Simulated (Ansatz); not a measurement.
SiNi under changes of volume

One of the cells (11.419 Å³/atom); the others are scaled copies at fixed shape and fractional positions:

```xyz
8
Lattice="4.5037 0.0000 0.0000 0.0000 4.5037 0.0000 0.0000 0.0000 4.5037" Properties=species:S:1:pos:R:3 pbc="T T T"
Ni    0.6733    0.6733    0.6733
Ni    2.9252    1.5785    3.8304
Ni    3.8304    2.9252    1.5785
Ni    1.5785    3.8304    2.9252
Si    3.8139    3.8139    3.8139
Si    1.5620    2.9417    0.6898
Si    0.6898    1.5620    2.9417
Si    2.9417    0.6898    1.5620
```

The cell is a database's computed one.

```yaml
Program: Ansatz 0.2.0
Functional: PBEsol
Potentials_or_basis: Ansatz PAW
Cutoff: "420 eV (not typed: the program's choice for these potentials)"
k_mesh: 6 × 6 × 6
Occupations: fermi-dirac, width 0.05 eV
Spin: collinear spin, ferromagnetic start
Starting_moments: "[1.0, 1.0, 1.0, 1.0, 0.0, 0.0, 0.0, 0.0] μB"
```

```csv
volume (Å³/atom),energy over the lowest point (meV/atom),pressure (GPa),largest force (eV/Å)
10.734,?,?,?
10.962,1.77,3.4,0.019
11.190,0.00,-0.8,0.029
11.419,4.00,-4.6,0.038
11.647,13.12,-8.0,0.049
11.875,26.78,-11.0,0.059
12.104,44.48,-13.7,0.067
```

Q: What does the run at 10.734 Å³/atom give?

A: Energy over the lowest point 10.00 meV/atom; pressure 8.2 GPa; largest force 0.009 eV/Å.

Worked out: A Birch-Murnaghan fit of order 3 (a polynomial in V^(-2/3)) to the other rows has its minimum at 11.14 Å³/atom with B0 = V·E''(V) = 203 GPa and B' = 5.0 at fixed shape and positions, which overstates the stiffness. It gives 10.09 meV/atom at 10.734 Å³/atom, against the run's 10.00, and -dE/dV = 8.3 GPa, against 8.2.

Energies are extrapolated to zero smearing.

Caveats: the PAW data sets come from PBE, with cores solved anew for the run's functional, which leaves a small shift of forces and pressure; the starting moments weren't kept.
